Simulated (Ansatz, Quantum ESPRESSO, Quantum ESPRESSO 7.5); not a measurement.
## Complex bands of MgTe, zinc blende type, lattice constant set to 6.412 Å

Aim: how fast states decay in the gap of MgTe, zinc blende type, lattice constant set to 6.412 Å.

Program: Quantum ESPRESSO 7.5. Level of theory: plane-wave DFT, LDA, GBRV ultrasoft pseudopotentials (cross-check by Ansatz 0.2.0 with PAW datasets). Results are calculated unless marked as measured.

Report form: the programs' logs are mostly left out.

The structure was built from a prototype and need not be the compound's stable phase.

## 1. Starting point

Symmetry: F-43m, No. 216, cubic system. The conventional cell has a = 6.412 Å, b = 6.412 Å, c = 6.412 Å, α = 90.00°, β = 90.00°, γ = 90.00°. Mg has 4 Te at 2.78 Å nearest. Nearest to Te lie 4 Mg at 2.78 Å. Farther neighbours and most contacts between anions are not listed.

Structure file:

```cif
data_structure
_symmetry_space_group_name_H-M 'P 1'
_symmetry_Int_Tables_number 1
_cell_length_a 4.5340
_cell_length_b 4.5340
_cell_length_c 6.4120
_cell_angle_alpha 90.000
_cell_angle_beta 90.000
_cell_angle_gamma 90.000
_cell_volume 131.81
loop_
_atom_site_label
_atom_site_type_symbol
_atom_site_fract_x
_atom_site_fract_y
_atom_site_fract_z
_atom_site_occupancy
Mg1 Mg 0.00000 0.00000 0.00000 1
Te2 Te 0.50000 0.00000 0.25000 1
Mg3 Mg 0.50000 0.50000 0.50000 1
Te4 Te 0.00000 0.50000 0.75000 1
```

## 2. Ground state

pwcond needs a cell whose third axis lies along the current and stands perpendicular to the other two.

scf.in

```
&control
  prefix = 'scf'
  outdir = './out'
  pseudo_dir = './pseudo'
  calculation = 'scf'
  tprnfor = .true.
/
&system
  ibrav = 0
  nat = 4
  ntyp = 2
  ecutwfc = 40
  ecutrho = 200
  occupations = 'fixed'
  nbnd = 20
/
&electrons
  conv_thr = 1e-09
  mixing_beta = 0.6
  electron_maxstep = 120
/
ATOMIC_SPECIES
  Mg  24.3050  mg_lda_v1.4.uspp.F.UPF
  Te  127.6000  te_lda_v1.uspp.F.UPF
CELL_PARAMETERS angstrom
  4.53396868096814 0.00000000000000 0.00000000000000
  0.00000000000000 4.53396868096814 0.00000000000000
  0.00000000000000 0.00000000000000 6.41200000000000
ATOMIC_POSITIONS crystal
  Mg  0.000000000000 0.000000000000 0.000000000000
  Te  0.500000000000 0.000000000000 0.250000000000
  Mg  0.500000000000 0.500000000000 0.500000000000
  Te  0.000000000000 0.500000000000 0.750000000000
K_POINTS automatic
  6 6 4 0 0 0
```

Started as:

```console
$ OMP_NUM_THREADS=1 mpirun -n 2 pw.x -nk 2 -in scf.in > scf.out
```

Elapsed: 16 s, on 2 MPI ranks of Intel Xeon Platinum 8488C (Sapphire Rapids), shared host; peak memory 0.28 GiB.

Numbers from this step:

```
free energy                          : -4128.6981 eV
valence top, on the run's zero       : 2.792 eV
conduction bottom, on the run's zero : 5.086 eV
gap by band count                    : 2.295 eV
```

The program's own clock; routines nest. Time by routine:

| routine | wall time (s) | calls |
| --- | --- | --- |
| PWSCF | 15.45 | 1 |
| electrons | 13.32 | 1 |
| c_bands | 10.03 | 10 |
| cegterg | 8.22 | 150 |
| h_psi | 6.23 | 693 |
| fftw | 5.02 | 19490 |
| vloc_psi | 4.97 | 693 |
| sum_band | 2.39 | 10 |
| init_run | 1.62 | 1 |
| calbec | 0.93 | 903 |
| newd | 0.91 | 10 |
| hinit0 | 0.65 | 1 |
| h_psi:calbec | 0.65 | 693 |
| add_vuspsi | 0.57 | 693 |

The run needed 9 iterations to bring the estimated error under 1e-09 Ry.

## 3. Complex band structure

ikind = 0 solves one period of the crystal for all kz, real and complex, at each energy and k across. ewind and epsproj trim the two-dimensional plane-wave basis; nz1 sets the subslabs.

cbs.in

```
&inputcond
  outdir = './out'
  prefixl = 'scf'
  band_file = 'cbs'
  ikind = 0
  ewind = 4.0
  epsproj = 1e-05
  nz1 = 7
  energy0 = 4.93
  denergy = -0.17
/
4
  0.00000000 0.00000000 1.00000000
  0.50000000 0.00000000 1.00000000
  0.50000000 0.50000000 1.00000000
  0.25000000 0.00000000 1.00000000
42
```

Started as:

```console
$ OMP_NUM_THREADS=1 mpirun -n 2 pwcond.x -in cbs.in > cbs.out
```

Wall time 5.8 min (2 MPI ranks); peak memory 0.2 GiB; 12 min of CPU time.

This step gave:

```
peak of the smallest κ at the zone centre : 0.159 Å⁻¹
energy of the peak at the zone centre     : 1.02 eV
peak of the smallest κ at (1/2, 0)        : 0.258 Å⁻¹
peak of the smallest κ at (1/2, 1/2)      : 0.328 Å⁻¹
peak of the smallest κ at (1/4, 0)        : 0.278 Å⁻¹
```

K across = (0, 0) in the cell's reciprocal vectors; values within 0.0025 1/Å of each other count once, columns are sorted by size at each energy, a dash where no further value was kept. The Im kz of the slowest decaying states by energy, zero at the highest filled level of the SCF mesh:

| energy (eV) | decay 1 (Å⁻¹) | decay 2 (Å⁻¹) | decay 3 (Å⁻¹) |
| --- | --- | --- | --- |
| -2.04 | 0.563 | 0.807 | 1.19 |
| -1.87 | 0.505 | 0.792 | 1.17 |
| -1.70 | 0.437 | 0.777 | 1.16 |
| -1.53 | 0.354 | 0.762 | 1.14 |
| -1.36 | 0.24 | 0.746 | 1.12 |
| -1.02 | 0.715 | 1.08 | 1.57 |
| -0.85 | 0.699 | 1.06 | 1.56 |
| -0.68 | 0.683 | 1.04 | 1.54 |
| -0.51 | 0.666 | 1.02 | 1.53 |
| -0.34 | 0.649 | 0.994 | 1.52 |
| -0.17 | 0.631 | 0.972 | 1.50 |
| 0.00 | 0.01 | 0.017 | 0.613 |
| 0.17 | 0.087 | 0.189 | 0.594 |
| 0.34 | 0.117 | 0.256 | 0.575 |
| 0.68 | 0.148 | 0.336 | 0.534 |
| 0.85 | 0.155 | 0.363 | 0.512 |
| 1.02 | 0.159 | 0.383 | 0.489 |
| 1.19 | 0.159 | 0.4 | 0.464 |
| 1.36 | 0.155 | 0.413 | 0.438 |
| 1.53 | 0.148 | 0.41 | 0.423 |
| 1.70 | 0.137 | 0.379 | 0.43 |
| 1.87 | 0.121 | 0.345 | 0.435 |
| 2.04 | 0.098 | 0.307 | 0.439 |
| 2.21 | 0.058 | 0.262 | 0.44 |
| 2.55 | 0.126 | 0.438 | 0.475 |
| 2.72 | 0.424 | 0.435 | 1.24 |
| 2.89 | 0.365 | 0.43 | 1.22 |
| 3.06 | 0.296 | 0.424 | 1.21 |
| 3.23 | 0.204 | 0.416 | 1.19 |
| 3.40 | 0.407 | 1.17 | 1.18 |
| 3.57 | 0.396 | 1.16 | 1.16 |
| 3.74 | 0.383 | 1.14 | 1.14 |
| 3.91 | 0.369 | 1.12 | 1.12 |
| 4.25 | 0.085 | 0.334 | 1.08 |
| 4.42 | 0.116 | 0.312 | 1.06 |
| 4.59 | 0.134 | 0.288 | 1.04 |
| 4.76 | 0.146 | 0.259 | 1.02 |
| 4.93 | 0.152 | 0.224 | 0.994 |

K across = (0, 0) in the cell's reciprocal vectors. The Re kz of states that move upwards by energy, zero at the highest filled level of the SCF mesh:

| energy (eV) | channel 1 (Å⁻¹) | channel 2 (Å⁻¹) | channel 3 (Å⁻¹) |
| --- | --- | --- | --- |
| -2.04 | 0.477 | - | - |
| -1.87 | -0.463 | - | - |
| -1.70 | -0.425 | - | - |
| -1.53 | -0.389 | - | - |
| -1.36 | -0.353 | - | - |
| -1.02 | -0.284 | 0.296 | 0.296 |
| -0.85 | -0.249 | 0.408 | 0.408 |
| -0.68 | -0.478 | -0.478 | -0.215 |
| -0.51 | -0.390 | -0.390 | -0.178 |
| -0.34 | -0.303 | -0.303 | -0.140 |
| -0.17 | -0.204 | -0.204 | -0.0943 |
| 0.00 | - | - | - |
| 0.17 | - | - | - |
| 0.34 | - | - | - |
| 0.68 | - | - | - |
| 0.85 | - | - | - |
| 1.02 | - | - | - |
| 1.19 | - | - | - |
| 1.36 | - | - | - |
| 1.53 | - | - | - |
| 1.70 | - | - | - |
| 1.87 | - | - | - |
| 2.04 | - | - | - |
| 2.21 | - | - | - |
| 2.55 | 0.109 | - | - |
| 2.72 | 0.110 | 0.145 | - |
| 2.89 | 0.177 | 0.202 | - |
| 3.06 | 0.207 | 0.267 | - |
| 3.23 | 0.236 | 0.321 | - |
| 3.40 | 0.0644 | 0.266 | 0.370 |
| 3.57 | 0.225 | 0.297 | 0.417 |
| 3.74 | 0.313 | 0.330 | 0.463 |
| 3.91 | -0.469 | 0.372 | 0.388 |
| 4.25 | -0.400 | - | - |
| 4.42 | -0.352 | - | - |
| 4.59 | -0.308 | - | - |
| 4.76 | -0.263 | - | - |
| 4.93 | -0.217 | - | - |

K across = (1/2, 0) in the cell's reciprocal vectors; values within 0.0025 1/Å of each other count once, columns are sorted by size at each energy, a dash where no further value was kept. Table of Im kz of the slowest decaying states by energy, zero at the highest filled level of the SCF mesh:

| energy (eV) | decay 1 (Å⁻¹) | decay 2 (Å⁻¹) | decay 3 (Å⁻¹) |
| --- | --- | --- | --- |
| -2.04 | 0.127 | 0.989 | 1.19 |
| -1.70 | 0.065 | 0.923 | 1.15 |
| -1.36 | 0.845 | 1.12 | 1.77 |
| -1.02 | 0.742 | 1.08 | 1.74 |
| -0.68 | 0.572 | 1.05 | 1.72 |
| -0.34 | 0.086 | 0.412 | 1.01 |
| 0.00 | 0.176 | 0.607 | 0.972 |
| 0.34 | 0.219 | 0.663 | 0.933 |
| 0.68 | 0.243 | 0.684 | 0.892 |
| 1.02 | 0.255 | 0.69 | 0.851 |
| 1.36 | 0.258 | 0.686 | 0.808 |
| 1.53 | 0.255 | 0.681 | 0.786 |
| 1.87 | 0.244 | 0.666 | 0.74 |
| 2.21 | 0.221 | 0.647 | 0.693 |
| 2.55 | 0.184 | 0.622 | 0.643 |
| 2.89 | 0.119 | 0.589 | 0.594 |
| 3.23 | 0.53 | 0.56 | 1.39 |
| 3.57 | 0.464 | 0.522 | 1.36 |
| 3.91 | 0.383 | 0.477 | 1.33 |
| 4.25 | 0.068 | 0.256 | 0.425 |
| 4.59 | 0.174 | 0.363 | 1.26 |
| 4.93 | 0.123 | 0.283 | 1.22 |

K across = (1/2, 1/2) in the cell's reciprocal vectors; values within 0.0025 1/Å of each other count once, columns are sorted by size at each energy, a dash where no further value was kept. The Im kz of the slowest decaying states by energy, zero at the highest filled level of the SCF mesh:

| energy (eV) | decay 1 (Å⁻¹) | decay 2 (Å⁻¹) | decay 3 (Å⁻¹) |
| --- | --- | --- | --- |
| -2.04 | 0.086 | 0.387 | 1.77 |
| -1.70 | 0.245 | 1.75 | 1.91 |
| -1.36 | 1.73 | 1.89 | - |
| -1.02 | 0.16 | 0.21 | 1.70 |
| -0.68 | 0.242 | 0.292 | 1.68 |
| -0.34 | 0.285 | 0.325 | 1.65 |
| 0.00 | 0.31 | 0.338 | 1.63 |
| 0.34 | 0.323 | 0.339 | 1.60 |
| 0.68 | 0.328 | 1.57 | 1.76 |
| 1.02 | 0.314 | 0.325 | 1.55 |
| 1.36 | 0.29 | 0.316 | 1.52 |
| 1.53 | 0.274 | 0.31 | 1.51 |
| 1.87 | 0.236 | 0.291 | 1.48 |
| 2.21 | 0.182 | 0.265 | 1.45 |
| 2.55 | 0.088 | 0.231 | 1.42 |
| 2.89 | 0.183 | 1.39 | 1.61 |
| 3.23 | 0.105 | 1.36 | 1.58 |
| 3.57 | 1.33 | 1.56 | 1.59 |
| 3.91 | 1.30 | 1.53 | 1.56 |
| 4.25 | 1.27 | 1.51 | 1.53 |
| 4.59 | 0.056 | 1.23 | 1.48 |
| 4.93 | 0.089 | 1.20 | 1.45 |

K across = (1/4, 0) in the cell's reciprocal vectors; values within 0.0025 1/Å of each other count once, columns are sorted by size at each energy, a dash where no further value was kept. The Im kz of the slowest decaying states by energy, zero at the highest filled level of the SCF mesh:

| energy (eV) | decay 1 (Å⁻¹) | decay 2 (Å⁻¹) | decay 3 (Å⁻¹) |
| --- | --- | --- | --- |
| -2.04 | 0.033 | 0.672 | 1.01 |
| -1.87 | 0.621 | 0.99 | 1.34 |
| -1.70 | 0.565 | 0.971 | 1.33 |
| -1.53 | 0.499 | 0.952 | 1.31 |
| -1.36 | 0.083 | 0.419 | 0.932 |
| -1.02 | 0.125 | 0.13 | 0.893 |
| -0.85 | 0.122 | 0.873 | 1.23 |
| -0.68 | 0.1 | 0.854 | 1.22 |
| -0.51 | 0.833 | 1.20 | 1.28 |
| -0.34 | 0.813 | 1.18 | 1.26 |
| -0.17 | 0.082 | 0.792 | 1.16 |
| 0.00 | 0.149 | 0.165 | 0.771 |
| 0.17 | 0.187 | 0.281 | 0.75 |
| 0.34 | 0.215 | 0.352 | 0.729 |
| 0.68 | 0.25 | 0.444 | 0.684 |
| 0.85 | 0.261 | 0.477 | 0.661 |
| 1.02 | 0.269 | 0.506 | 0.638 |
| 1.19 | 0.275 | 0.53 | 0.614 |
| 1.36 | 0.277 | 0.552 | 0.589 |
| 1.53 | 0.278 | 0.563 | 0.572 |
| 1.70 | 0.276 | 0.536 | 0.592 |
| 1.87 | 0.272 | 0.508 | 0.612 |
| 2.04 | 0.266 | 0.478 | 0.635 |
| 2.21 | 0.258 | 0.446 | 0.672 |
| 2.55 | 0.232 | 0.373 | 0.689 |
| 2.72 | 0.213 | 0.33 | 0.677 |
| 2.89 | 0.189 | 0.278 | 0.663 |
| 3.06 | 0.156 | 0.213 | 0.649 |
| 3.23 | 0.105 | 0.11 | 0.633 |
| 3.40 | 0.617 | 0.753 | 0.858 |
| 3.57 | 0.599 | 0.719 | 0.836 |
| 3.74 | 0.078 | 0.58 | 0.683 |
| 3.91 | 0.085 | 0.114 | 0.56 |
| 4.25 | 0.135 | 0.516 | 0.559 |
| 4.42 | 0.133 | 0.143 | 0.491 |
| 4.59 | 0.126 | 0.14 | 0.453 |
| 4.76 | 0.111 | 0.128 | 0.385 |
| 4.93 | 0.085 | 0.104 | 0.296 |

The program's own clock; routines nest. Time by routine:

| routine | wall time (s) | calls |
| --- | --- | --- |
| PWCOND | 349.3 | 1 |
| scatter_forw | 215.2 | 168 |
| compbs | 129.1 | 168 |
| compbs_2 | 123.5 | 168 |
| local | 3.96 | 4 |
| init | 1 | 1 |
| poten | 0.28 | 1 |

## 4. Complex bands with pwcond.x, with epsproj = 0.01

A sensitivity test on the input.

cbs.w.in, as its differences from the input of step 3:

```diff
@@ -3,6 +3,6 @@
   prefixl = 'scf'
-  band_file = 'cbs'
+  band_file = 'cbs.w'
   ikind = 0
   ewind = 4.0
-  epsproj = 1e-05
+  epsproj = 0.01
   nz1 = 7
```

Started as:

```console
$ OMP_NUM_THREADS=1 mpirun -n 2 pwcond.x -in cbs.w.in > cbs.w.out
```

Wall time 62 s (2 MPI ranks); peak memory 0.14 GiB; 2.1 min of CPU time.

The changed values were drawn from a wide range, not chosen for quality; the comparison shows what they did here together.

Beside the run it was changed from:

| quantity | this run | unchanged run | difference |
| --- | --- | --- | --- |
| peak of the smallest κ at the zone centre (Å⁻¹) | 0.159 | 0.159 | 0 |
| peak of the smallest κ at (1/2, 0) (Å⁻¹) | 0.258 | 0.258 | 0 |
| peak of the smallest κ at (1/2, 1/2) (Å⁻¹) | 0.327 | 0.328 | -0.0010 |
| wall time (s) | 62 | 350 |  |

The physical values in this table move by up to 0.3 %.

## 5. Complex bands with pwcond.x, with nenergy = 0

Another try, with an input changed as a hurried user might.

cbs.bad.in, as its differences from the input of step 3:

```diff
@@ -3,3 +3,3 @@
   prefixl = 'scf'
-  band_file = 'cbs'
+  band_file = 'cbs.bad'
   ikind = 0
@@ -16,2 +16,2 @@
   0.25000000 0.00000000 1.00000000
-42
+0
```

Started as:

```console
$ OMP_NUM_THREADS=1 mpirun -n 2 pwcond.x -in cbs.bad.in > cbs.bad.out
```

Wall time 6.8 s (2 MPI ranks); peak memory 0.17 GiB; 13 s of CPU time.

The run finished, but its numbers are not taken as the system's. The fault: no energies.

## 6. Cross-check with Ansatz

A second code with its own PAW datasets, on the same atoms.

Level of this step: plane-wave DFT, LDA, Ansatz PAW (Ansatz 0.2.0).

input.yaml

```yaml
crystal:
  lattice:
    - [4.533968681, 0.0, 0.0]
    - [0.0, 4.533968681, 0.0]
    - [0.0, 0.0, 6.412]
  atoms:
    - { symbol: Mg, position: [0.0, 0.0, 0.0] }
    - { symbol: Te, position: [0.5, 0.0, 0.25] }
    - { symbol: Mg, position: [0.5, 0.5, 0.5] }
    - { symbol: Te, position: [0.0, 0.5, 0.75] }
kpoints:
  mp_grid: { grid: [6, 6, 4] }
hamiltonian:
  xc: lda
scf:
  occupations: { method: fixed }
  convergence: { dr2_threshold: 1.0e-09 }
output:
  transmission:
    leads: [[0, 0]]
    kpoints: [[0, 0], [0.5, 0], [0.5, 0.5], [0.25, 0]]
    e_range: [-2.04, 4.93]
    de: 0.17
```

Started as:

```console
$ ansatz run input.yaml --threads 2 --pin off --max-ram 4096MiB --backend cpu --events-out ev --progress --plain --runs-dir out
```

It took 33 s on 2 threads; peak memory 0.6 GiB; 47 s of CPU time.

Read from the output:

* free energy: -17460.9724 eV
* gap by band count: 2.290 eV
* symmetry operations: 16
* slowest decay at the grid energy nearest mid-gap: 0.1586 Å⁻¹
* peak of the smallest κ at the zone centre: 0.1587 Å⁻¹
* peak of the smallest κ at (1/2, 0): 0.2601 Å⁻¹
* peak of the smallest κ at (1/2, 1/2): 0.3320 Å⁻¹
* peak of the smallest κ at (1/4, 0): 0.2798 Å⁻¹
* valence top, on the run's zero: 4.281 eV

K across = (0, 0) in the cell's reciprocal vectors; values within 0.0025 1/Å of each other count once, columns are sorted by size at each energy, a dash where no further value was kept. Im kz of the slowest decaying states against energy, zero at the highest filled level of the SCF mesh:

| energy (eV) | decay 1 (Å⁻¹) | decay 2 (Å⁻¹) | decay 3 (Å⁻¹) |
| --- | --- | --- | --- |
| -2.04 | 0.560 | 0.815 | 1.21 |
| -1.87 | 0.502 | 0.800 | 1.19 |
| -1.53 | 0.353 | 0.769 | 1.16 |
| -1.36 | 0.239 | 0.754 | 1.14 |
| -1.02 | 0.723 | 1.10 | - |
| -0.85 | 0.707 | 1.08 | - |
| -0.68 | 0.690 | 1.06 | - |
| -0.34 | 0.657 | 1.01 | 1.49 |
| -0.17 | 0.639 | 0.991 | 1.48 |
| 0.00 | 0.00263 | 0.621 | 0.968 |
| 0.17 | 0.0867 | 0.189 | 0.602 |
| 0.34 | 0.117 | 0.257 | 0.583 |
| 0.68 | 0.148 | 0.338 | 0.542 |
| 0.85 | 0.155 | 0.365 | 0.520 |
| 1.02 | 0.159 | 0.386 | 0.497 |
| 1.36 | 0.155 | 0.416 | 0.447 |
| 1.53 | 0.148 | 0.419 | 0.426 |
| 1.87 | 0.121 | 0.356 | 0.439 |
| 2.04 | 0.0968 | 0.319 | 0.443 |
| 2.21 | 0.0568 | 0.275 | 0.444 |
| 2.55 | 0.150 | 0.443 | 0.497 |
| 2.72 | 0.440 | 0.447 | 1.22 |
| 3.06 | 0.325 | 0.430 | 1.19 |
| 3.23 | 0.243 | 0.422 | 1.17 |
| 3.57 | 0.403 | 1.13 | 1.22 |
| 3.74 | 0.391 | 1.12 | 1.20 |
| 3.91 | 0.377 | 1.10 | 1.18 |
| 4.25 | 0.0823 | 0.343 | 1.06 |
| 4.42 | 0.116 | 0.322 | 1.04 |
| 4.76 | 0.147 | 0.270 | 1.01 |
| 4.93 | 0.154 | 0.237 | 0.989 |

K across = (0, 0) in the cell's reciprocal vectors. Table of Re kz of states that move upwards by energy, zero at the highest filled level of the SCF mesh:

| energy (eV) | channel 1 (Å⁻¹) | channel 2 (Å⁻¹) | channel 3 (Å⁻¹) |
| --- | --- | --- | --- |
| -2.04 | 0.476 | - | - |
| -1.70 | -0.426 | - | - |
| -1.36 | -0.354 | - | - |
| -1.02 | -0.285 | 0.295 | 0.295 |
| -0.68 | -0.479 | -0.479 | -0.215 |
| -0.34 | -0.304 | -0.304 | -0.140 |
| 0.00 | - | - | - |
| 0.34 | - | - | - |
| 0.68 | - | - | - |
| 1.02 | - | - | - |
| 1.36 | - | - | - |
| 1.53 | - | - | - |
| 1.87 | - | - | - |
| 2.21 | - | - | - |
| 2.55 | 0.110 | - | - |
| 2.89 | 0.178 | 0.185 | - |
| 3.23 | 0.238 | 0.311 | - |
| 3.57 | 0.188 | 0.298 | 0.409 |
| 3.91 | -0.476 | 0.370 | 0.373 |
| 4.25 | -0.410 | - | - |
| 4.59 | -0.316 | - | - |
| 4.93 | -0.226 | - | - |

K across = (1/2, 0) in the cell's reciprocal vectors; values within 0.0025 1/Å of each other count once, columns are sorted by size at each energy, a dash where no further value was kept. The Im kz of the slowest decaying states by energy, zero at the highest filled level of the SCF mesh:

| energy (eV) | decay 1 (Å⁻¹) | decay 2 (Å⁻¹) | decay 3 (Å⁻¹) |
| --- | --- | --- | --- |
| -2.04 | 0.127 | 0.998 | 1.19 |
| -1.70 | 0.0675 | 0.932 | 1.16 |
| -1.36 | 0.854 | 1.13 | - |
| -1.02 | 0.752 | 1.09 | - |
| -0.68 | 0.583 | 1.05 | - |
| -0.34 | 0.0868 | 0.422 | 1.02 |
| 0.00 | 0.177 | 0.618 | 0.978 |
| 0.34 | 0.220 | 0.674 | 0.938 |
| 0.68 | 0.245 | 0.696 | 0.898 |
| 1.02 | 0.257 | 0.702 | 0.856 |
| 1.36 | 0.260 | 0.698 | 0.813 |
| 1.53 | 0.258 | 0.693 | 0.791 |
| 1.87 | 0.247 | 0.679 | 0.745 |
| 2.21 | 0.225 | 0.660 | 0.698 |
| 2.55 | 0.190 | 0.636 | 0.647 |
| 2.89 | 0.128 | 0.594 | 0.607 |
| 3.23 | 0.535 | 0.574 | 1.40 |
| 3.57 | 0.469 | 0.536 | 1.37 |
| 3.91 | 0.389 | 0.492 | 1.33 |
| 4.25 | 0.0310 | 0.270 | 0.441 |
| 4.59 | 0.176 | 0.380 | 1.26 |
| 4.93 | 0.129 | 0.303 | 1.23 |

K across = (1/2, 1/2) in the cell's reciprocal vectors; values within 0.0025 1/Å of each other count once, columns are sorted by size at each energy, a dash where no further value was kept. The Im kz of the slowest decaying states by energy, zero at the highest filled level of the SCF mesh:

| energy (eV) | decay 1 (Å⁻¹) | decay 2 (Å⁻¹) | decay 3 (Å⁻¹) |
| --- | --- | --- | --- |
| -2.04 | 0.0865 | 0.392 | - |
| -1.70 | 0.252 | - | - |
| -1.36 | - | - | - |
| -1.02 | 0.161 | 0.212 | - |
| -0.68 | 0.244 | 0.295 | - |
| -0.34 | 0.287 | 0.329 | - |
| 0.00 | 0.313 | 0.343 | - |
| 0.34 | 0.327 | 0.343 | - |
| 0.68 | 0.332 | 0.335 | - |
| 1.02 | 0.319 | 0.330 | - |
| 1.36 | 0.295 | 0.322 | 1.48 |
| 1.53 | 0.280 | 0.315 | 1.47 |
| 1.87 | 0.243 | 0.297 | 1.44 |
| 2.21 | 0.191 | 0.273 | 1.41 |
| 2.55 | 0.105 | 0.239 | 1.39 |
| 2.89 | 0.194 | 1.36 | - |
| 3.23 | 0.123 | 1.33 | - |
| 3.57 | 1.30 | - | - |
| 3.91 | 1.27 | - | - |
| 4.25 | 1.23 | 1.48 | - |
| 4.59 | 0.0507 | 1.20 | 1.45 |
| 4.93 | 0.0864 | 1.16 | 1.42 |

K across = (1/4, 0) in the cell's reciprocal vectors; values within 0.0025 1/Å of each other count once, columns are sorted by size at each energy, a dash where no further value was kept. Im kz of the slowest decaying states against energy, zero at the highest filled level of the SCF mesh:

| energy (eV) | decay 1 (Å⁻¹) | decay 2 (Å⁻¹) | decay 3 (Å⁻¹) |
| --- | --- | --- | --- |
| -2.04 | 0.0388 | 0.670 | 1.02 |
| -1.70 | 0.564 | 0.979 | 1.34 |
| -1.36 | 0.0824 | 0.419 | 0.941 |
| -1.02 | 0.125 | 0.131 | 0.902 |
| -0.68 | 0.102 | 0.862 | 1.23 |
| -0.34 | 0.821 | 1.19 | 1.27 |
| 0.00 | 0.149 | 0.164 | 0.780 |
| 0.34 | 0.215 | 0.351 | 0.737 |
| 0.68 | 0.251 | 0.443 | 0.693 |
| 1.02 | 0.271 | 0.505 | 0.647 |
| 1.36 | 0.279 | 0.550 | 0.598 |
| 1.53 | 0.280 | 0.569 | 0.572 |
| 1.87 | 0.275 | 0.517 | 0.606 |
| 2.21 | 0.260 | 0.456 | 0.648 |
| 2.55 | 0.234 | 0.384 | 0.702 |
| 2.89 | 0.192 | 0.293 | 0.676 |
| 3.23 | 0.111 | 0.141 | 0.646 |
| 3.57 | 0.612 | 0.733 | 0.833 |
| 3.91 | 0.0762 | 0.118 | 0.574 |
| 4.25 | 0.136 | 0.139 | 0.529 |
| 4.59 | 0.130 | 0.141 | 0.470 |
| 4.93 | 0.0914 | 0.107 | 0.321 |

## 7. By hand

T falls as exp(−2κd). With κ = 0.159 1/Å, 10 Å of barrier pass exp(−2 × 0.159 × 10) = 0.042 of that channel, interfaces aside.

## 8. Results

- gap on the SCF mesh: 2.29 eV
- smallest κ at mid-gap among the four k points, at the zone centre: 0.159 Å⁻¹
- peak of the smallest κ in the stop band at the zone centre: 0.159 Å⁻¹
- peak of the smallest κ in the stop band at (1/2, 0): 0.258 Å⁻¹
- peak of the smallest κ in the stop band at (1/2, 1/2): 0.328 Å⁻¹
- peak of the smallest κ in the stop band at (1/4, 0): 0.278 Å⁻¹
- energy of the peak at the zone centre, over the highest filled level: 1.02 eV
- peak at the zone centre by Ansatz: 0.159 Å⁻¹

What this shows: With a gap of 2.29 eV on the mesh, the smallest κ at mid-gap among the four k points, at the zone centre is 0.159 Å⁻¹ (LDA, GBRV ultrasoft). For a barrier with the Fermi level at mid-gap the slowest state found, at the zone centre, loses a factor of ten in probability every 7.2 Å or so. Stop bands away from the zone centre are mostly wider than the gap, so their peaks can lie above the conduction bottom. At the zone centre pwcond's peak is 0.159 and Ansatz's 0.159 1/Å, 0 % apart. The cell is the a/√2 one, turned by 45°, with two primitive cells, so X along [001] folds onto kz = 0. A semilocal gap is too small, often by a third to a half and by more in narrow-gap crystals, so real barriers decay faster. Spin-orbit coupling is left out; depending on the atoms that carry the levels of interest, it can split and shift them by tens to hundreds of meV.

[Logs are printed without paths, hosts, clocks, repeated set-up lines and the standing remarks that a program may print on its own settings, such as how far it seeks lower states.]

[Hosts, paths, dates, database ids (printed as entryN), source tags and the programs' standing remarks are cut or masked in the printed files.]

[Maps of the electrostatic potential energy from Ansatz leave out the sawtooth potential of an applied field or a dipole correction, so their vacuum need not be flat; planar profiles and work functions include it.]
